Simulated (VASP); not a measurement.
# Ag in VASP: work function with PBE

Aim: the work function of Ag with PBE.

Program: VASP 6.6.1. These are calculated values, not measurements. Logs are shortened: lines on timing, memory, paths and dates and some standing lists are left out, and cuts for length are marked.

## Step 1: The structure

The cell holds a slab with vacuum, 4 atoms: a = 2.923 Å, b = 2.923 Å, c = 30.149 Å, α = 90.00°, β = 90.00°, γ = 120.00°.

The cell was built by a generator and needn't be a form met in nature.

## Step 2: Work function, PBE

Input file INCAR:

```
  PREC = Accurate
  ENCUT = 520
  EDIFF = 1E-6
  ISMEAR = 1
  SIGMA = 0.1
  LREAL = False
  LASPH = True
  NELM = 80
  ALGO = Normal
  ISIF = 2
  LWAVE = False
  LCHARG = True
  LDIPOL = True
  IDIPOL = 3
  DIPOL = 0.5 0.5 0.500
  GGA = PE
  LVHAR = True
  LVACPOTAV = True
  KPAR = 2
```

Input file KPOINTS:

```
Automatic mesh
0
Gamma
  13 13 1
```

Input file POSCAR:

```
Ag                                      
1.0
    1.4613884900      2.5311991400      0.0000000000
   -2.9227769700      0.0000000000      0.0000000000
    0.0000000000      0.0000000000     30.1490871400
  Ag            
     4
Direct
     0.6666669999999968    0.3333330000000032    0.3812590008894375
     0.3333330000000032    0.6666669999999968    0.4602615797719736
     0.0000000000000000    0.0000000000000000    0.5397384202280264
     0.6666669999999968    0.3333330000000032    0.6187409991105625
```

Potentials or basis: VASP PAW PBE potentials, release 64 (Ag).

Command:

```console
cat potpaw_PBE.64/Ag/POTCAR > POTCAR
mpirun -np 2 vasp_std > vasp.out
```

OUTCAR:

```text
PREC = Accurate
   ENCUT = 520
   EDIFF = 1E-6
   ISMEAR = 1
   LREAL = False
   LASPH = True
   NELM = 80
   ISIF = 2
   GGA = PE

 ion  position               nearest neighbor table
   1  0.667  0.333  0.381-   2 2.92   2 2.92   2 2.92
   2  0.333  0.667  0.460-   1 2.92   1 2.92   1 2.92   3 2.93   3 2.93   3 2.93
   3  0.000  0.000  0.540-   4 2.92   4 2.92   4 2.92   2 2.93   2 2.93   2 2.93
   4  0.667  0.333  0.619-   3 2.92   3 2.92   3 2.92

  LATTYP: Found a hexagonal cell.
 ALAT       =     2.9227770023
 C/A-ratio  =    10.3152197778

  Lattice vectors:

 A1 = (   1.4613884900,   2.5311991400,   0.0000000000)
 A2 = (  -2.9227769700,   0.0000000000,   0.0000000000)
 A3 = (   0.0000000000,   0.0000000000,  30.1490871400)

Analysis of symmetry for initial positions (statically):
=====================================================================
 Subroutine PRICEL returns:
 Original cell was already a primitive cell.

 Routine SETGRP: Setting up the symmetry group for a
 hexagonal supercell.

 Subroutine GETGRP returns: Found 12 space group operations
 (whereof  6 operations were pure point group operations)
 out of a pool of 24 trial point group operations.

The static configuration has the point symmetry C_3v.
 The point group associated with its full space group is D_3d.

Analysis of symmetry for dynamics (positions and initial velocities):
=====================================================================
 Subroutine PRICEL returns:
 Original cell was already a primitive cell.

 Routine SETGRP: Setting up the symmetry group for a
 hexagonal supercell.

 Subroutine GETGRP returns: Found 12 space group operations
 (whereof  6 operations were pure point group operations)
 out of a pool of 24 trial point group operations.

The dynamic configuration has the point symmetry C_3v.
 The point group associated with its full space group is D_3d.

 Subroutine INISYM returns: Found 12 space group operations
 (whereof  6 operations are pure point group operations),
 and found     1 'primitive' translations

----------------------------------------------------------------------------------------

                                     Primitive cell

  volume of cell :     223.0469

  direct lattice vectors                    reciprocal lattice vectors
     1.461388490  2.531199140  0.000000000     0.000000000  0.395069666  0.000000000
    -2.922776970  0.000000000  0.000000000    -0.342140372  0.197534834  0.000000000
     0.000000000  0.000000000 30.149087140     0.000000000  0.000000000  0.033168500

  length of vectors
[... 89 lines left out ...]
   ISYM   =      2    0-nonsym 1-usesym 2-fastsym
   POTIM  = 0.5000    time-step for ionic-motion
   TEBEG  =    0.0;   TEEND  =   0.0 temperature during run
   PSTRESS=    0.0 pullay stress
   NELECT =      44.0000    total number of electrons
   NUPDOWN=      -1.0000    fix difference up-down
   EMIN   =  10.00;   EMAX   =-10.00  energy-range for DOS
   EFERMI =   0.00;   METHOD = LEGACY
   ISMEAR =     1;   SIGMA  =   0.10  broadening in eV -4-tet -1-fermi 0-gaus
   EFERMI_NEDOS =   21; number of points for ismear=-14 and -15
   IALGO  =     38    algorithm
   IMIX   =      4    mixing-type and parameters
     AMIX     =   0.40;   BMIX     =  1.00
     AMIX_MAG =   1.60;   BMIX_MAG =  1.00
  volume/ion in A,a.u.               =      55.76       376.30
  Fermi-wavevector in a.u.,A,eV,Ry     =   0.953002  1.800912 12.356977  0.908212
  Thomas-Fermi vector in A             =   2.081617
   LORBIT       =      0    0 simple, 1 ext, 2 COOP (PROOUT), +10 PAW based schemes
   GGA     = PE    functional components
   LHFCALC =     F    Hartree Fock is set to
   AEXX    =    0.0000 exact exchange contribution
   IVDW    =     0    specifies the selected vdW correction
   LEPSILON=     F    determine dielectric tensor
   LRPA    =     F    only Hartree local field effects (RPA)
 non-spin polarized calculation
 Methfessel and Paxton  Order N= 1 SIGMA  =   0.10
  energy-cutoff  :      520.00
  volume of cell :      223.05
 maximum number of plane-waves:      6137
 NGX is ok and might be reduce to    24
   NGX = 11   NGY = 11   NGZ =113

 dipolmoment           0.000000      0.000000     -0.000000 electrons x Angstroem

 number of electron      44.0000008 magnetization

 dipolmoment           0.000000      0.000000      0.000000 electrons x Angstroem

 Free energy of the ion-electron system (eV)
  ---------------------------------------------------
  ext. energy  EPLUGINS =         0.00000000
  ---------------------------------------------------
  free energy    TOTEN  =       -10.18413196 eV

  energy without entropy =      -10.18369290  energy(sigma->0) =      -10.18398561

 E-fermi :  -0.6066     XC(G=0):  -4.3648

 val. band max:       -0.6575303268   @ k =   0.3846   0.0769   0.0000
 cond. band min:      -0.5301720273   @ k =   0.3077   0.0769   0.0000
 fundamental gap:      0.1273582994
 Fermi energy:        -0.6066459666

 k-point     1 :       0.0000    0.0000    0.0000
  band No.  band energies     occupation
      1      -7.7175      2.00000
      2      -6.8570      2.00000
      3      -6.5543      2.00000
      4      -6.3991      2.00000
      5      -5.2521      2.00000
      6      -5.2237      2.00000
[... 598 lines left out ...]
     25       3.8515      0.00000
     26       4.5447      0.00000

------------------------ aborting loop because EDIFF is reached ----------------------------------------

  FORCE on cell =-STRESS in cart. coord.  units (eV):
  Direction    XX          YY          ZZ          XY          YZ          ZX
  --------------------------------------------------------------------------------------
  -------------------------------------------------------------------------------------
  Total       -0.6459076     -0.6459076     -0.0393147     -0.0000000      0.0000000      0.0000000
  in kB       -4.6396454     -4.6396456     -0.2824028     -0.0000000      0.0000000      0.0000000
  external PRESSURE =      -3.1872313 kB  Pullay stress =       0.0000000 kB

 VOLUME and BASIS-vectors are now :
 -----------------------------------------------------------------------------
  energy-cutoff  :      520.00
  volume of cell :      223.05
      direct lattice vectors                 reciprocal lattice vectors
     1.461388490  2.531199140  0.000000000     0.000000000  0.395069666  0.000000000
    -2.922776970  0.000000000  0.000000000    -0.342140372  0.197534834  0.000000000
     0.000000000  0.000000000 30.149087140     0.000000000  0.000000000  0.033168500

 POSITION                                       TOTAL-FORCE (eV/Angst)
 -----------------------------------------------------------------------------------
      0.00000      1.68747     11.49461         0.000000      0.000000      0.000250
     -1.46139      0.84373     13.87647        -0.000000      0.000000      0.000573
      0.00000      0.00000     16.27262         0.000000     -0.000000     -0.000573
      0.00000      1.68747     18.65448        -0.000000      0.000000     -0.000250
 -----------------------------------------------------------------------------------
    total drift:                               -0.000428     -0.000247     -0.000047

  FREE ENERGIE OF THE ION-ELECTRON SYSTEM (eV)
  ---------------------------------------------------
  free  energy   TOTEN  =       -10.1841319602 eV

  energy  without entropy=      -10.1836929026  energy(sigma->0) =      -10.18398561

 vacuum level on the upper side and lower side of the slab         3.971         3.971
```

OSZICAR:

```text
N       E                     dE             d eps       ncg     rms          rms(c)
DAV:   1     0.274559008239E+03    0.27456E+03   -0.19503E+04  1108   0.141E+03
DAV:   2    -0.103592310992E+01   -0.27559E+03   -0.26829E+03  1344   0.290E+02
DAV:   3    -0.108201309264E+02   -0.97842E+01   -0.92667E+01  1178   0.552E+01
[... 13 lines left out ...]
DAV:  17    -0.101841224519E+02   -0.18152E-04   -0.10103E-06   760   0.342E-03    0.106E-03
DAV:  18    -0.101841277106E+02   -0.52588E-05   -0.19327E-07   744   0.484E-03    0.441E-04
DAV:  19    -0.101841303433E+02   -0.26326E-05   -0.50388E-08   696   0.190E-03    0.148E-04
DAV:  20    -0.101841315806E+02   -0.12373E-05   -0.30627E-08   608   0.117E-03    0.690E-05
DAV:  21    -0.101841319602E+02   -0.37959E-06   -0.97717E-09   602   0.567E-04
   1 F= -.10184132E+02 E0= -.10183986E+02  d E =-.439058E-03
```

stdout:

```text
POSCAR found type information on POSCAR Ag
 POSCAR found :  1 types and       4 ions
 scaLAPACK will be used
 LDA part: xc-table for (Slater+PW92), standard interpolation
 POSCAR, INCAR and KPOINTS ok, starting setup
 FFT: planning ... GRIDC
 FFT: planning ... GRID_SOFT
 FFT: planning ... GRID
 WAVECAR not read
 entering main loop
 -----------------------------------------------------------------------------
|                                                                             |
|           W    W    AA    RRRRR   N    N  II  N    N   GGGG   !!!           |
|           W    W   A  A   R    R  NN   N  II  NN   N  G    G  !!!           |
|           W    W  A    A  R    R  N N  N  II  N N  N  G       !!!           |
|           W WW W  AAAAAA  RRRRR   N  N N  II  N  N N  G  GGG   !            |
|           WW  WW  A    A  R   R   N   NN  II  N   NN  G    G                |
|           W    W  A    A  R    R  N    N  II  N    N   GGGG   !!!           |
|                                                                             |
|     Did not find any points to average over, which means that no vacuum     |
|     field-free region was found. Please increase the size of  your cell     |
|     in the dimension of the dipole correction to obtain accurate            |
|     workfunction values.                                                    |
|                                                                             |
 -----------------------------------------------------------------------------
```

It took 1.9 min on 2 MPI ranks of Intel Xeon Platinum 8259CL at 2.50GHz (Skylake/Cascade Lake), shared host; peak memory 0.38 GiB.

What came out:

```
Free energy                     : -10.1841 eV
Band gap on the k mesh          : none (metal or under the smearing width)
Work function of the upper face : 4.58 eV
Work function of the lower face : 4.58 eV
```
